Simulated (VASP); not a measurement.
CaSe:

```
Ca Se
1.0
     0.00000    2.98268    2.98268
     2.98268    0.00000    2.98268
     2.98268    2.98268    0.00000
Ca Se
1 1
Direct
  0.00000 0.00000 0.00000
  0.50000 0.50000 0.50000
```

The cell was built by a generator and needn't be a form met in nature.

Program: VASP 6.6.1. Alike in all runs: potentials or basis VASP PAW PBE potentials, release 64 (Ca_sv, Se); no spin polarisation; cell as given; cutoff (eV) 520; smearing gaussian 0.02 eV. Hardware: 4 MPI ranks on Intel(R) Xeon(R) Platinum 8559C (Emerald Rapids) (shared host).

Q: Order these runs on this cell by their wall time, lowest first.
A. task band structure; level r2SCAN; k mesh 8 × 8 × 8
B. task band structure; level PBE0; k mesh 6 × 6 × 6; grid for exact exchange (PRECFOCK) Fast; exchange at q = 0 truncated
C. task electrostatic potential; level PBE0; k mesh 6 × 6 × 6; grid for exact exchange (PRECFOCK) Fast; exchange at q = 0 default

A: A (30 s), C (150 s), B (770 s).

Runs at the PBE level aren't shown here.
